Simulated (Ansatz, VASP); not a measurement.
# NaCl: VASP beside Ansatz

```
Na Cl
1.0
     3.53081    0.00000    0.00000
     0.00000    3.53081    0.00000
     0.00000    0.00000    3.53081
Na Cl
1 1
Cartesian
  0.0000 0.0000 0.0000
  1.7654 1.7654 1.7654
```

Change from the starting cell: hydrostatic strain +2.1%.

Alike in both runs: task single point; functional PBE; k mesh 8 × 8 × 8; occupations fermi-dirac, width 0.02 eV; no spin polarisation.

|  | VASP | Ansatz |
| --- | --- | --- |
| version | VASP 6.6.1 | Ansatz 0.2.0 |
| potentials or method | VASP PAW PBE potentials, release 64 (Na_pv, Cl) | plane waves, PAW |
| plane-wave cutoff (eV) | 520 | 420 |
| valence electrons in the cell | 14 | 16 |

```csv
,VASP,Ansatz,Ansatz less VASP
gap on the k mesh at the Fermi level (eV),3.90,3.90,0.000
pressure (GPa),-0.5,-0.5,+0.05
```

With one functional, cell and mesh, what is left measures potentials, basis and numerics. The two sets of potentials don't hold the same shells in valence.

A k mesh can miss the band edges.
